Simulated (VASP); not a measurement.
# BAs (F-43m) in VASP: a series of runs

The runs below take BAs through relaxation of the atoms, with PBE+D3(BJ).

Everything below comes from runs of VASP 6.6.1. Logs are shortened: lines on timing, memory, paths and dates and some standing lists are left out, and cuts for length are marked.

## Step 1: Starting point

The structure is cubic, space group F-43m (No. 216). The conventional cell has a = 4.772 Å, b = 4.772 Å, c = 4.772 Å, α = 90.00°, β = 90.00°, γ = 90.00°. B (site symmetry -43m) is surrounded by 4 As at 2.07 Å. Around As (site symmetry -43m) lie 4 B at 2.07 Å.

## Step 2: Relaxation of the atoms, PBE+D3(BJ)

Input file INCAR:

```
SYSTEM = BAs
PREC = Accurate
ENCUT = 600
EDIFF = 1E-7
ISMEAR = 0
SIGMA = 0.03
LREAL = .FALSE.
LASPH = .TRUE.
NELM = 80
ALGO = Normal
ISIF = 2
LWAVE = .FALSE.
LCHARG = .FALSE.
GGA = PE
IVDW = 12
IBRION = 2
NSW = 40
EDIFFG = -0.01
```

Input file KPOINTS:

```
Automatic mesh
0
G
  10 10 10
  0 0 0
```

Input file POSCAR:

```
BAs                                     
1.0
    0.0000000000      2.3858571871      2.3858571871
    2.3858571871      0.0000000000      2.3858571871
    2.3858571871      2.3858571871      0.0000000000
  B               As            
     1     1
Direct
     0.0000000000000000    0.0000000000000000    0.0000000000000000
     0.2500000000000000    0.2500000000000000    0.2500000000000000
```

Potentials or basis: VASP PAW PBE potentials, release 64 (B, As).

On the command line:

```console
cat potpaw_PBE.64/B/POTCAR potpaw_PBE.64/As/POTCAR > POTCAR
mpirun -np 1 vasp_std > vasp.out
```

OUTCAR:

```text
SYSTEM = BAs
   PREC = Accurate
   ENCUT = 600
   EDIFF = 1E-7
   ISMEAR = 0
   LREAL = .FALSE.
   LASPH = .TRUE.
   NELM = 80
   ISIF = 2
   GGA = PE
   IVDW = 12
   IBRION = 2
   NSW = 40
   EDIFFG = -0.01
 IVDW          = 12

 ion  position               nearest neighbor table
   1  0.000  0.000  0.000-   2 2.07   2 2.07   2 2.07   2 2.07
   2  0.250  0.250  0.250-   1 2.07   1 2.07   1 2.07   1 2.07

  LATTYP: Found a face centered cubic cell.
 ALAT       =     4.7717143742

  Lattice vectors:

 A1 = (   0.0000000000,   2.3858571871,   2.3858571871)
 A2 = (   2.3858571871,   0.0000000000,   2.3858571871)
 A3 = (   2.3858571871,   2.3858571871,   0.0000000000)

Analysis of symmetry for initial positions (statically):
=====================================================================
 Subroutine PRICEL returns:
 Original cell was already a primitive cell.

 Routine SETGRP: Setting up the symmetry group for a
 face centered cubic supercell.

 Subroutine GETGRP returns: Found 24 space group operations
 (whereof 24 operations were pure point group operations)
 out of a pool of 48 trial point group operations.

The static configuration has the point symmetry T_d .

Analysis of symmetry for dynamics (positions and initial velocities):
=====================================================================
 Subroutine PRICEL returns:
 Original cell was already a primitive cell.

 Routine SETGRP: Setting up the symmetry group for a
 face centered cubic supercell.

 Subroutine GETGRP returns: Found 24 space group operations
 (whereof 24 operations were pure point group operations)
 out of a pool of 48 trial point group operations.

The dynamic configuration has the point symmetry T_d .

 Subroutine INISYM returns: Found 24 space group operations
 (whereof 24 operations are pure point group operations),
 and found     1 'primitive' translations

----------------------------------------------------------------------------------------

                                     Primitive cell

  volume of cell :      27.1621

  direct lattice vectors                    reciprocal lattice vectors
     0.000000000  2.385857187  2.385857187    -0.209568285  0.209568285  0.209568285
     2.385857187  0.000000000  2.385857187     0.209568285 -0.209568285  0.209568285
     2.385857187  2.385857187  0.000000000     0.209568285  0.209568285 -0.209568285

  length of vectors
     3.374111592  3.374111592  3.374111592     0.362982918  0.362982918  0.362982918

  position of ions in fractional coordinates (direct lattice)
     0.000000000  0.000000000  0.000000000
     0.250000000  0.250000000  0.250000000

  ion indices of the primitive-cell ions
   primitive index   ion index
                 1           1
                 2           2

----------------------------------------------------------------------------------------

 KPOINTS: Automatic mesh

Automatic generation of k-mesh.
 Grid dimensions read from file:
 generate k-points for:   10   10   10

 Generating k-lattice:

  Cartesian coordinates                     Fractional coordinates (reciprocal lattice)
    -0.020956829  0.020956829  0.020956829     0.100000000  0.000000000  0.000000000
     0.020956829 -0.020956829  0.020956829     0.000000000  0.100000000  0.000000000
     0.020956829  0.020956829 -0.020956829     0.000000000  0.000000000  0.100000000

  Length of vectors
     0.036298292  0.036298292  0.036298292

  Shift w.r.t. Gamma in fractional coordinates (k-lattice)
     0.000000000  0.000000000  0.000000000

 Subroutine IBZKPT returns following result:
 ===========================================

 Found     47 irreducible k-points:

 Following reciprocal coordinates:
            Coordinates               Weight
  0.000000  0.000000  0.000000      1.000000
  0.100000  0.000000  0.000000      8.000000
  0.200000  0.000000  0.000000      8.000000
  0.300000  0.000000  0.000000      8.000000
  0.400000  0.000000  0.000000      8.000000
  0.500000  0.000000  0.000000      4.000000
[... 16 lines left out ...]
  0.300000  0.300000  0.000000      6.000000
  0.400000  0.300000  0.000000     24.000000
 [... further k-points ...]
   k-points           NKPTS =     47   k-points in BZ     NKDIM =     47   number of bands    NBANDS=      8
   number of dos      NEDOS =    301   number of ions     NIONS =      2
   total plane-waves  NPLWV =  21952
   dimension x,y,z NGX =    28 NGY =   28 NGZ =   28
   dimension x,y,z NGXF=    56 NGYF=   56 NGZF=   56
   ions per type =               1   1
   NGX,Y,Z   is equivalent  to a cutoff of  13.80, 13.80, 13.80 a.u.
   NGXF,Y,Z  is equivalent  to a cutoff of  27.59, 27.59, 27.59 a.u.
 SYSTEM =  BAs
   PREC   = accura    normal or accurate (medium, high low for compatibility)
   ISTART =      0    job   : 0-new  1-cont  2-samecut
   ICHARG =      2    charge: 1-file 2-atom 10-const
   ISPIN  =      1    spin polarized calculation?
   LNONCOLLINEAR =      F non collinear calculations
   LSORBIT =      F    spin-orbit coupling
   LASPH  =      T    aspherical Exc in radial PAW
   ENCUT  =  600.0 eV  44.10 Ry    6.64 a.u.   6.74  6.74  6.74*2*pi/ulx,y,z
   NELM   =     80;   NELMIN=  2; NELMDL= -5     # of ELM steps
   EDIFF  = 0.1E-06   stopping-criterion for ELM
   LREAL  =      F    real-space projection
   EDIFFG = -.1E-01   stopping-criterion for IOM
   NSW    =     40    number of steps for IOM
   IBRION =      2    ionic relax: 0-MD 1-quasi-New 2-CG
   NFREE  =      1    steps in history (QN), initial steepest desc. (CG)
   ISIF   =      2    stress and relaxation
   ISYM   =      2    0-nonsym 1-usesym 2-fastsym
   POTIM  = 0.5000    time-step for ionic-motion
   TEBEG  =    0.0;   TEEND  =   0.0 temperature during run
   PSTRESS=    0.0 pullay stress
   NELECT =       8.0000    total number of electrons
   NUPDOWN=      -1.0000    fix difference up-down
   EMIN   =  10.00;   EMAX   =-10.00  energy-range for DOS
   EFERMI =   0.00;   METHOD = LEGACY
   ISMEAR =     0;   SIGMA  =   0.03  broadening in eV -4-tet -1-fermi 0-gaus
   EFERMI_NEDOS =   21; number of points for ismear=-14 and -15
   IALGO  =     38    algorithm
   IMIX   =      4    mixing-type and parameters
     AMIX     =   0.40;   BMIX     =  1.00
     AMIX_MAG =   1.60;   BMIX_MAG =  1.00
  volume/ion in A,a.u.               =      13.58        91.65
  Fermi-wavevector in a.u.,A,eV,Ry     =   1.089224  2.058334 16.142062  1.186408
  Thomas-Fermi vector in A             =   2.225422
   LORBIT       =      0    0 simple, 1 ext, 2 COOP (PROOUT), +10 PAW based schemes
   GGA     = PE    functional components
   LHFCALC =     F    Hartree Fock is set to
   AEXX    =    0.0000 exact exchange contribution
   IVDW    =    12    specifies the selected vdW correction
   LEPSILON=     F    determine dielectric tensor
   LRPA    =     F    only Hartree local field effects (RPA)
 conjugate gradient relaxation of ions
 non-spin polarized calculation
 Gauss-broadening in eV      SIGMA  =   0.03
  energy-cutoff  :      600.00
  volume of cell :       27.16
 maximum number of plane-waves:       934
   NGX = 13   NGY = 13   NGZ = 13

 number of electron       8.0000000 magnetization

 Free energy of the ion-electron system (eV)
  ---------------------------------------------------
  ext. energy  EPLUGINS =         0.00000000
  ---------------------------------------------------
  free energy    TOTEN  =       -11.40521877 eV

  energy without entropy =      -11.40521877  energy(sigma->0) =      -11.40521877

 E-fermi :   6.3119     XC(G=0): -10.5986

 val. band max:        6.1624845922   @ k =   0.0000   0.0000   0.0000
 cond. band min:       7.3348578289   @ k =   0.4000   0.4000   0.0000
 fundamental gap:      1.1723732366
 Fermi energy:         6.3118923034

 k-point     1 :       0.0000    0.0000    0.0000
  band No.  band energies     occupation
      1      -9.2687      2.00000
      2       6.1625      2.00000
      3       6.1625      2.00000
      4       6.1625      2.00000
      5       9.4432      0.00000
      6       9.4432      0.00000
      7       9.4432      0.00000
      8      10.8919      0.00000

 k-point     2 :       0.1000    0.0000    0.0000
  band No.  band energies     occupation
      1      -9.1040      2.00000
      2       4.7652      2.00000
      3       5.8596      2.00000
      4       5.8596      2.00000
      5       9.5976      0.00000
      6       9.8418      0.00000
      7       9.8418      0.00000
      8      11.7562      0.00000

 k-point     3 :       0.2000    0.0000    0.0000
  band No.  band energies     occupation
      1      -8.6182      2.00000
      2       2.3946      2.00000
      3       5.2831      2.00000
      4       5.2831      2.00000
      5       9.3878      0.00000
      6      10.5606      0.00000
      7      10.5606      0.00000
      8      13.3718      0.00000

 k-point     4 :       0.3000    0.0000    0.0000
  band No.  band energies     occupation
      1      -7.8474      2.00000
      2       0.0965      2.00000
      3       4.7734      2.00000
      4       4.7734      2.00000
      5       9.1178      0.00000
      6      10.9620      0.00000
      7      10.9620      0.00000
      8      14.6280      0.00000

 k-point     5 :       0.4000    0.0000    0.0000
  band No.  band energies     occupation
      1      -6.9246      2.00000
      2      -1.7855      2.00000
      3       4.4465      2.00000
      4       4.4465      2.00000
      5       8.9363      0.00000
      6      10.9861      0.00000
      7      10.9861      0.00000
      8      15.0316      0.00000

 k-point     6 :       0.5000    0.0000    0.0000
  band No.  band energies     occupation
      1      -6.3849      2.00000
      2      -2.6506      2.00000
      3       4.3353      2.00000
      4       4.3353      2.00000
      5       8.8744      0.00000
      6      10.9468      0.00000
      7      10.9468      0.00000
      8      15.0339      0.00000

 k-point     7 :       0.1000    0.1000    0.0000
  band No.  band energies     occupation
      1      -9.0489      2.00000
      2       5.1699      2.00000
      3       5.3255      2.00000
      4       5.3255      2.00000
      5       8.9390      0.00000
      6      10.5177      0.00000
      7      10.5177      0.00000
      8      11.6450      0.00000
[... 133 lines left out ...]
 k-point    20 :      -0.4000    0.2000    0.0000
  band No.  band energies     occupation
      1      -5.9640      2.00000
      2      -2.1012      2.00000
      3       1.6008      2.00000
      4       3.6472      2.00000
      5       9.2423      0.00000
      6      12.2943      0.00000
      7      12.6747      0.00000
      8      15.2601      0.00000

 k-point    21 :      -0.3000    0.2000    0.0000
  band No.  band energies     occupation
      1      -6.7108      2.00000
      2      -0.8926      2.00000
      3       1.5293      2.00000
      4       4.2013      2.00000
      5       9.6969      0.00000
      6      12.1095      0.00000
      7      12.3862      0.00000
      8      14.3050      0.00000

 k-point    22 :      -0.2000    0.2000    0.0000
  band No.  band energies     occupation
      1      -7.5831      2.00000
      2       0.6834      2.00000
      3       2.0754      2.00000
      4       4.8653      2.00000
      5      10.1084      0.00000
      6      11.2890      0.00000
      7      12.1864      0.00000
      8      13.1854      0.00000

 k-point    23 :       0.3000    0.3000    0.0000
  band No.  band energies     occupation
      1      -7.3464      2.00000
      2       0.9458      2.00000
      3       2.9621      2.00000
      4       2.9621      2.00000
      5       7.5562      0.00000
      6       9.8219      0.00000
      7      14.6366      0.00000
      8      14.6366      0.00000

 k-point    24 :       0.4000    0.3000    0.0000
  band No.  band energies     occupation
      1      -6.6156      2.00000
      2      -0.3038      2.00000
      3       2.1724      2.00000
      4       2.6643      2.00000
      5       7.8572      0.00000
      6       9.5596      0.00000
      7      15.0218      0.00000
      8      15.2526      0.00000

 [... further k-points ...]

------------------------ aborting loop because EDIFF is reached ----------------------------------------

 Edisp (eV)   -0.66200

 E8    (eV) :    -0.2632

  FORCE on cell =-STRESS in cart. coord.  units (eV):
  Direction    XX          YY          ZZ          XY          YZ          ZX
  --------------------------------------------------------------------------------------
  -------------------------------------------------------------------------------------
  Total       0.00178     0.00178     0.00178     0.00000    -0.00000     0.00000
  in kB       0.10502     0.10502     0.10502     0.00000    -0.00000     0.00000
  external pressure =        0.11 kB  Pullay stress =        0.00 kB

 VOLUME and BASIS-vectors are now :
 -----------------------------------------------------------------------------
  energy-cutoff  :      600.00
  volume of cell :       27.16
      direct lattice vectors                 reciprocal lattice vectors
     0.000000000  2.385857187  2.385857187    -0.209568285  0.209568285  0.209568285
     2.385857187  0.000000000  2.385857187     0.209568285 -0.209568285  0.209568285
     2.385857187  2.385857187  0.000000000     0.209568285  0.209568285 -0.209568285

 POSITION                                       TOTAL-FORCE (eV/Angst)
 -----------------------------------------------------------------------------------
      0.00000      0.00000      0.00000        -0.000000     -0.000000      0.000000
      1.19293      1.19293      1.19293         0.000000      0.000000     -0.000000
 -----------------------------------------------------------------------------------
    total drift:                               -0.000000     -0.000000     -0.000000

  FREE ENERGIE OF THE ION-ELECTRON SYSTEM (eV)
  ---------------------------------------------------
  free  energy   TOTEN  =       -12.0672152659 eV

  energy  without entropy=      -12.0672152659  energy(sigma->0) =      -12.06721527

 reached required accuracy - stopping structural energy minimisation
```

Wall time 6.4 s (1 thread of Intel Xeon 6975P-C (Granite Rapids), shared host); peak memory 0.17 GiB.

What came out:

```
Free energy                : -12.0672 eV
Pressure after relaxing    : 0.0 GPa
Band gap on the k mesh     : 1.17 eV, indirect (least direct gap 3.28 eV)
Dispersion energy per atom : -0.331 eV
```

Final structure:
```cif
data_structure
_symmetry_space_group_name_H-M 'P 1'
_symmetry_Int_Tables_number 1
_cell_length_a 3.3741
_cell_length_b 3.3741
_cell_length_c 3.3741
_cell_angle_alpha 60.000
_cell_angle_beta 60.000
_cell_angle_gamma 60.000
_cell_volume 27.16
loop_
_atom_site_label
_atom_site_type_symbol
_atom_site_fract_x
_atom_site_fract_y
_atom_site_fract_z
_atom_site_occupancy
B1 B 0.00000 0.00000 0.00000 1
As1 As 0.25000 0.25000 0.25000 1
```

Levels at points of the mesh, in eV from the valence-band top:
```
           k point  band 1  band 2  band 3  band 4  band 5  band 6  band 7  band 8
(0.00, 0.00, 0.00)  -15.43    0.00    0.00    0.00    3.28    3.28    3.28    4.73
(0.50, 0.00, 0.00)  -12.55   -8.81   -1.83   -1.83    2.71    4.78    4.78    8.87
(0.50, 0.50, 0.00)  -11.22   -8.55   -4.09   -4.09    1.42    1.44   11.40   11.40
```

Caveat: the relaxation stopped at its first step, so nothing moved. A k mesh can miss the band edges.

[end of part 1 of 2]
